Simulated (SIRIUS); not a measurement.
# CaSe under changes of volume

One of the cells (25.829 Å³/atom); the others are scaled copies at fixed shape and fractional positions:

```
CELL_PARAMETERS angstrom
0.00000 2.95600 2.95600
2.95600 0.00000 2.95600
2.95600 2.95600 0.00000
ATOMIC_POSITIONS crystal
Se 0.50000 0.50000 0.50000
Ca 0.00000 0.00000 0.00000
```

- Program: SIRIUS 7.12.0
- Functional: AM05
- Potentials or basis: all-electron FP-LAPW
- Cutoff: 167 eV
- Basis: apw+lo standard
- k mesh: 8 × 8 × 8
- Occupations: fermi-dirac, width 0.05 eV
- Spin: no spin polarisation

```tsv
volume (Å³/atom)	energy over the lowest point (meV/atom)	gap on the mesh (eV)
24.280	10.06	1.81
24.796	?	?
25.313	0.00	1.93
25.829	0.38	1.98
26.346	3.55	2.03
26.863	9.65	2.07
27.379	18.21	2.11
```

Q: What does the run at 24.796 Å³/atom give?

A: Energy over the lowest point 3.02 meV/atom; gap on the mesh 1.87 eV.

Worked out: A Birch-Murnaghan fit of order 3 (a polynomial in V^(-2/3)) to the other rows has its minimum at 25.53 Å³/atom with B0 = V·E''(V) = 50 GPa and B' = 4.0. It gives 3.19 meV/atom at 24.796 Å³/atom, against the run's 3.02. A parabola through the other rows of the gap, of slope 2.86 eV per unit of ln V there, gives 1.87 eV, against the run's 1.87.

Energies are extrapolated to zero smearing.

A mesh can miss the band edges. Spin-orbit coupling on Se is left out.
